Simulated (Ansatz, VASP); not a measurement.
Given: the input of a run of VASP 6.6.1 on C.

File INCAR:

```
ALGO = Fast
EDIFF = 1E-6
ENCUT = 520
GGA = PE
ISIF = 2
ISMEAR = -1
LASPH = T
LCHARG = F
LREAL = F
LWAVE = F
NBANDS = 11
NELM = 60
PREC = Accurate
SIGMA = 0.05
```

The input KPOINTS:

```
k-points
0
Gamma
  13 13 8
```

The input POSCAR:

```
C
1.0
    2.2124131195     -1.2774137376      0.0000000000
    2.2124131195      1.2774137376      0.0000000000
   -1.4342324161      0.0000000000      3.5028300786
C
2
Direct
    0.1666444700      0.1666444700      0.9999069600
    0.8333555300      0.8333555300      0.0000930400
```

Potentials or basis: VASP PAW PBE potentials, release 64 (C).

Launch:

```console
$ cat potpaw_PBE.64/C/POTCAR > POTCAR
$ mpirun -np 1 vasp_std > vasp.out
```

**Question.** Set up the same calculation for Ansatz 0.2.0. Potentials there: Ansatz PAW.

**Answer.** As run (the cutoff follows the program's own potentials):

Contents of input.yaml:

```yaml
crystal:
  lattice:
    - [2.2124131195, -1.2774137376, 0.0]
    - [2.2124131195, 1.2774137376, 0.0]
    - [-1.4342324161, 0.0, 3.5028300786]
  atoms:
    - { symbol: C, position: [0.16664447, 0.16664447, 0.99990696] }
    - { symbol: C, position: [0.83335553, 0.83335553, 9.304e-05] }
hamiltonian:
  xc: pbe
  pseudopotentials: { kind: paw }
kpoints:
  mp_grid: { grid: [13, 13, 8] }
scf:
  occupations: { method: fermi_dirac, width: 0.05 }
output:
  forces: true
  stress: true
  eigenvalues: true
```

Potentials or basis: Ansatz PAW.

Launch:

```sh
$ ansatz run input.yaml --threads 2 --pin off --max-ram 5632MiB --backend cpu --events-out ev --progress --plain --runs-dir out
```

Both were run:

|  | VASP | Ansatz | Ansatz less VASP |
| --- | --- | --- | --- |
| gap on the k mesh at the Fermi level (eV) | 0.75 | 0.75 | 0.000 |
| least direct gap on the mesh (eV) | 0.76 | 0.76 | 0.000 |
| pressure (GPa) | -22.9 | -23.2 | -0.33 |
| largest component of the traceless stress (GPa) | 25.03 | 25.45 | +0.415 |

With one functional, cell and mesh, what is left measures potentials, basis and numerics.

Caveats: this functional lacks dispersion, which binds the layers, so the pressure and a relaxed spacing across them are unreliable; an odd mesh through Γ misses points on the zone boundary, where band edges often lie (VASP); odd divisions of the mesh miss points on the zone boundary, where band edges often lie, so the gap on the mesh can be too wide (Ansatz); the pressure holds a Pulay correction of +0.5 GPa for the finite cutoff (Ansatz).
